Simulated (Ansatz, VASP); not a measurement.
**One calculation of TiN, two programs**

File INCAR:

```
PREC = Accurate
ENCUT = 520
EDIFF = 1E-8
ISMEAR = -1
SIGMA = 0.03
LREAL = F
LASPH = T
NELM = 60
ALGO = Normal
ISIF = 2
LWAVE = F
LCHARG = F
GGA = PE
LEFG = T
NBANDS = 16
```

KPOINTS

```
Automatic mesh
0
Gamma
  16 16 16
```

The input POSCAR:

```
TiN
1.0
    0.0000000000      2.1650869279      2.1650869279
    2.1650869279      0.0000000000      2.1650869279
    2.1650869279      2.1650869279      0.0000000000
Ti N
1 1
Direct
    0.0000000000      0.0000000000      0.0000000000
    0.5000000000      0.5000000000      0.5000000000
```

Input for Ansatz:

```yaml
crystal:
  lattice:
    - [0.0, 2.1650869279, 2.1650869279]
    - [2.1650869279, 0.0, 2.1650869279]
    - [2.1650869279, 2.1650869279, 0.0]
  atoms:
    - { symbol: Ti, position: [0.0, 0.0, 0.0] }
    - { symbol: "N", position: [0.5, 0.5, 0.5] }
kpoints:
  mp_grid: { grid: [16, 16, 16] }
scf:
  occupations: { method: fermi_dirac, width: 0.03 }
hamiltonian:
  xc: pbe
  pseudopotentials: { kind: all_electron, datasets: crystal }
output:
  forces: true
  stress: true
  eigenvalues: true
  efg: { contact_densities: true }
```

Change from the starting cell: volume scaled by 1.06, crystal datasets.

Alike in both runs: task electric field gradients; functional PBE; k mesh 16 × 16 × 16; occupations fermi-dirac, width 0.03 eV; no spin polarisation.

|  | VASP | Ansatz |
| --- | --- | --- |
| version | VASP 6.6.1 | Ansatz 0.2.0 |
| potentials or method | VASP PAW PBE potentials, release 64 (Ti_sv, N) | all-electron PAW with datasets made for the crystal, scalar-relativistic |
| plane-wave cutoff (eV) | 520 | see its input |

|  | VASP | Ansatz | Ansatz less VASP |
| --- | --- | --- | --- |
| pressure (GPa) | -13.8 | -14.3 | -0.42 |
| Vzz of the field gradient on the site that differs most (V/Å²) | 0.0 | 0.0 | 0.00 |

Ansatz ran all-electron here, so the differences hold the error of VASP's frozen core and of both bases.
